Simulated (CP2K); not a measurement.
**Ag in CP2K: the effect of functional**

Ag:

```
Ag
1.0
     2.88888    0.00000    0.00000
     1.44444    2.50185    0.00000
     1.44444    0.83395    2.35876
Ag
1
Direct
  0.00000 0.00000 0.00000
```

Alike in all runs:

```yaml
Program: CP2K 2026.2
Task: band structure
Potentials_or_basis: POTENTIAL_UZH Ag GTH-PBE-q11; TZVP-MOLOPT-PBE-GTH basis
Density_cutoff: 9184 eV
k_mesh: 11 × 11 × 11
Occupations: fermi-dirac, width 0.05 eV
Spin: no spin polarisation
```

Task: One run gave: pressure 7.2 GPa. Which functional did it use?
A. optB88-vdW
B. RPBE
C. r2SCAN
D. PBEsol
E. LDA

Result: B.

```csv
functional,pressure (GPa)
LDA,-5.4
PBEsol,-2.3
RPBE,7.2
optB88-vdW,5.5
WC,-1.3
r2SCAN,-3.7
```

Caveats: the potentials were made for another functional, which shifts forces and pressure; the basis of atomic orbitals isn't converged, which shifts pressures, moduli and gaps.

Runs at the PBE level aren't shown here.
